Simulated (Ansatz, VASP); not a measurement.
**One calculation of MgB2, two programs**

Contents of INCAR:

```
SYSTEM = MgB2
ALGO = Normal
EDIFF = 1E-7
ENCUT = 520
GGA = PE
ISIF = 2
ISMEAR = 0
LASPH = .TRUE.
LCHARG = .FALSE.
LREAL = .FALSE.
LWAVE = .FALSE.
NBANDS = 11
NELM = 100
PREC = Accurate
SIGMA = 0.1
```

The input KPOINTS:

```
k-points
0
G
  15 15 12
  0 0 0
```

POSCAR

```
MgB2
1.0
    3.1493538202      0.0000000000      0.0000000000
   -1.5746769102      2.7274204139      0.0000000000
    0.0000000000      0.0000000000      3.5436447800
Mg B
1 2
Direct
    0.0000000000      0.0000000000      0.0000000000
    0.3333333333      0.6666666667      0.5000000000
    0.6666666667      0.3333333333      0.5000000000
```

Input for Ansatz:

```yaml
crystal:
  lattice:
    - [3.1493538202, 0.0, 0.0]
    - [-1.5746769102, 2.7274204139, 0.0]
    - [0.0, 0.0, 3.54364478]
  atoms:
    - { symbol: Mg, position: [0.0, 0.0, 0.0] }
    - { symbol: B, position: [0.3333333333, 0.6666666667, 0.5] }
    - { symbol: B, position: [0.6666666667, 0.3333333333, 0.5] }
basis:
  ecutwfc: 420
kpoints:
  mp_grid: { grid: [15, 15, 12] }
hamiltonian:
  xc: pbe
scf:
  occupations: { method: gaussian, width: 0.1 }
output:
  forces: true
  stress: true
  eigenvalues: true
```

Alike in both runs: task single point; functional PBE; k mesh 15 × 15 × 12; occupations gaussian, width 0.1 eV; no spin polarisation.

```csv
,VASP,Ansatz
version,VASP 6.6.1,Ansatz 0.2.0
potentials or method,"VASP PAW PBE potentials, release 64 (Mg, B)","scalar-relativistic, plane waves, PAW"
plane-wave cutoff (eV),520,420
valence electrons in the cell,8,16
```

VASP gave:

```
gap on the k mesh at the Fermi level (eV)       : none
pressure (GPa)                                  : -8.2
largest component of the traceless stress (GPa) : 5.02
```

What did Ansatz give for the same quantities?

gap on the k mesh at the Fermi level (eV): none; pressure (GPa): -8.0; largest component of the traceless stress (GPa): 5.13.

A gap of «none» marks a metal or a gap that the smearing closes. With one functional, cell and mesh, what is left measures potentials, basis and numerics. The two sets of potentials don't hold the same shells in valence.
